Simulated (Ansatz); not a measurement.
## Cl under changes of volume

One of the cells (29.048 Å³/atom); the others are scaled copies at fixed shape and fractional positions:

```
Cl
1.0
     3.14500   -2.25000    0.00000
     3.14500    2.25000    0.00000
     0.00000    0.00000    8.21000
Cl
4
Direct
  0.37000 0.63000 0.40000
  0.13000 0.87000 0.90000
  0.63000 0.37000 0.60000
  0.87000 0.13000 0.10000
```

| Quantity | Value |
| --- | --- |
| Program | Ansatz 0.2.0 |
| Functional | LDA |
| Potentials or basis | Ansatz PAW |
| Cutoff | 420 eV (not typed: the program's choice for these potentials) |
| k mesh | 7 × 7 × 4 |
| Occupations | fermi-dirac, width 0.05 eV |
| Spin | no spin polarisation |

| volume (Å³/atom) | energy over the lowest point (meV/atom) | pressure (GPa) | gap on the mesh (eV) | largest force (eV/Å) |
| --- | --- | --- | --- | --- |
| 27.305 | 0.00 | -0.8 | 2.55 | 0.631 |
| 27.886 | 3.87 | -1.4 | 2.48 | 0.358 |
| 28.467 | 9.85 | -1.9 | 2.40 | 0.133 |
| 29.048 | 17.69 | -2.4 | 2.33 | 0.191 |
| 29.629 | 27.17 | -2.8 | 2.26 | 0.398 |
| 30.210 | 38.12 | -3.2 | 2.20 | 0.602 |
| 30.791 | ? | ? | ? | ? |

Q: What does the run at 30.791 Å³/atom give?

A: Energy over the lowest point 50.35 meV/atom; pressure -3.5 GPa; gap on the mesh 2.13 eV; largest force 0.795 eV/Å.

Worked out: A Birch-Murnaghan fit of order 3 (a polynomial in V^(-2/3)) to the other rows has its minimum at 26.68 Å³/atom, just outside them, with B0 = V·E''(V) = 34 GPa and B' = 4.6 at fixed shape and positions, which overstates the stiffness. It gives 50.35 meV/atom at 30.791 Å³/atom, against the run's 50.35, and -dE/dV = -3.5 GPa, against -3.5. A straight line through the other rows of the gap, of slope -3.51 eV per unit of ln V, extrapolates to 2.13 eV, against the run's 2.13.

Energies are extrapolated to zero smearing.

Caveats: odd divisions of the mesh miss points on the zone boundary, where band edges often lie, so the gap on the mesh can be too wide; the PAW data sets come from PBE, with cores solved anew for the run's functional, which leaves a small shift of forces and pressure.

A mesh can miss the band edges.
